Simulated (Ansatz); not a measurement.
# GaP: the cost of one run

Program: Ansatz 0.2.0. Level of theory: DFT PBE, scalar-relativistic, plane waves, PAW. These are calculated values, not measurements.

## 1. The starting structure

It takes space group F-43m (No. 216, cubic). The conventional cell has a = 5.451 Å, b = 5.451 Å, c = 5.451 Å, α = 90.00°, β = 90.00°, γ = 90.00°. Ga (site symmetry -43m) is surrounded by 4 P at 2.36 Å. P (site symmetry -43m) is surrounded by 4 Ga at 2.36 Å.

Structure file:

```cif
data_structure
_symmetry_space_group_name_H-M 'F-43m'
_symmetry_Int_Tables_number 216
_cell_length_a 5.4505
_cell_length_b 5.4505
_cell_length_c 5.4505
_cell_angle_alpha 90.000
_cell_angle_beta 90.000
_cell_angle_gamma 90.000
_cell_volume 161.92
loop_
_atom_site_label
_atom_site_type_symbol
_atom_site_symmetry_multiplicity
_atom_site_Wyckoff_symbol
_atom_site_fract_x
_atom_site_fract_y
_atom_site_fract_z
_atom_site_occupancy
Ga1 Ga 4 a 0.00000 0.00000 0.00000 1
P1 P 4 c 0.25000 0.75000 0.75000 1
```

The runs take a perfect supercell of 54 atoms; the defect goes to fractional position (0.000, 0.000, 0.000).

## 2. The perfect supercell

Input file input.yaml:

```yaml
crystal:
  lattice:
    - [0.0, 8.17575, 8.17575]
    - [8.17575, 0.0, 8.17575]
    - [8.17575, 8.17575, 0.0]
  atoms:
    - { symbol: Ga, position: [0.0, 0.0, 0.0] }
    - { symbol: Ga, position: [0.0, 0.0, 0.333333] }
    - { symbol: Ga, position: [0.0, 0.0, 0.666667] }
    - { symbol: Ga, position: [0.0, 0.333333, 0.0] }
    - { symbol: Ga, position: [0.0, 0.333333, 0.333333] }
    - { symbol: Ga, position: [0.0, 0.333333, 0.666667] }
    - { symbol: Ga, position: [0.0, 0.666667, 0.0] }
    - { symbol: Ga, position: [0.0, 0.666667, 0.333333] }
    - { symbol: Ga, position: [0.0, 0.666667, 0.666667] }
    - { symbol: Ga, position: [0.333333, 0.0, 0.0] }
    - { symbol: Ga, position: [0.333333, 0.0, 0.333333] }
    - { symbol: Ga, position: [0.333333, 0.0, 0.666667] }
    - { symbol: Ga, position: [0.333333, 0.333333, 0.0] }
    - { symbol: Ga, position: [0.333333, 0.333333, 0.333333] }
    - { symbol: Ga, position: [0.333333, 0.333333, 0.666667] }
    - { symbol: Ga, position: [0.333333, 0.666667, 0.0] }
    - { symbol: Ga, position: [0.333333, 0.666667, 0.333333] }
    - { symbol: Ga, position: [0.333333, 0.666667, 0.666667] }
    - { symbol: Ga, position: [0.666667, 0.0, 0.0] }
    - { symbol: Ga, position: [0.666667, 0.0, 0.333333] }
    - { symbol: Ga, position: [0.666667, 0.0, 0.666667] }
    - { symbol: Ga, position: [0.666667, 0.333333, 0.0] }
    - { symbol: Ga, position: [0.666667, 0.333333, 0.333333] }
    - { symbol: Ga, position: [0.666667, 0.333333, 0.666667] }
    - { symbol: Ga, position: [0.666667, 0.666667, 0.0] }
    - { symbol: Ga, position: [0.666667, 0.666667, 0.333333] }
    - { symbol: Ga, position: [0.666667, 0.666667, 0.666667] }
    - { symbol: P, position: [0.083333, 0.083333, 0.083333] }
    - { symbol: P, position: [0.083333, 0.083333, 0.416667] }
    - { symbol: P, position: [0.083333, 0.083333, 0.75] }
    - { symbol: P, position: [0.083333, 0.416667, 0.083333] }
    - { symbol: P, position: [0.083333, 0.416667, 0.416667] }
    - { symbol: P, position: [0.083333, 0.416667, 0.75] }
    - { symbol: P, position: [0.083333, 0.75, 0.083333] }
    - { symbol: P, position: [0.083333, 0.75, 0.416667] }
    - { symbol: P, position: [0.083333, 0.75, 0.75] }
    - { symbol: P, position: [0.416667, 0.083333, 0.083333] }
    - { symbol: P, position: [0.416667, 0.083333, 0.416667] }
    - { symbol: P, position: [0.416667, 0.083333, 0.75] }
    - { symbol: P, position: [0.416667, 0.416667, 0.083333] }
    - { symbol: P, position: [0.416667, 0.416667, 0.416667] }
    - { symbol: P, position: [0.416667, 0.416667, 0.75] }
    - { symbol: P, position: [0.416667, 0.75, 0.083333] }
    - { symbol: P, position: [0.416667, 0.75, 0.416667] }
    - { symbol: P, position: [0.416667, 0.75, 0.75] }
    - { symbol: P, position: [0.75, 0.083333, 0.083333] }
    - { symbol: P, position: [0.75, 0.083333, 0.416667] }
    - { symbol: P, position: [0.75, 0.083333, 0.75] }
    - { symbol: P, position: [0.75, 0.416667, 0.083333] }
    - { symbol: P, position: [0.75, 0.416667, 0.416667] }
    - { symbol: P, position: [0.75, 0.416667, 0.75] }
    - { symbol: P, position: [0.75, 0.75, 0.083333] }
    - { symbol: P, position: [0.75, 0.75, 0.416667] }
    - { symbol: P, position: [0.75, 0.75, 0.75] }
basis:
  ecutwfc: 420
  fft_grid_basis: typed
kpoints:
  mp_grid: { grid: [1, 1, 1] }
hamiltonian:
  xc: pbe
  pseudopotentials: { kind: paw }
scf:
  occupations: { method: gaussian, width: 0.05 }
output:
  forces: true
  stress: false
  eigenvalues: true
  bader: false
  write_density: true
  volumetric_format: npy
```

On the command line:

```sh
> ansatz run input.yaml --threads 8 --pin off --max-ram 16384MiB --backend cpu --events-out ev --progress --plain --runs-dir out
```

Q: Estimate wall time and peak memory on 8 threads of AMD EPYC 9R45 (Zen 5), shared host.

About 1.8 s, with a peak of 1.4 GiB.
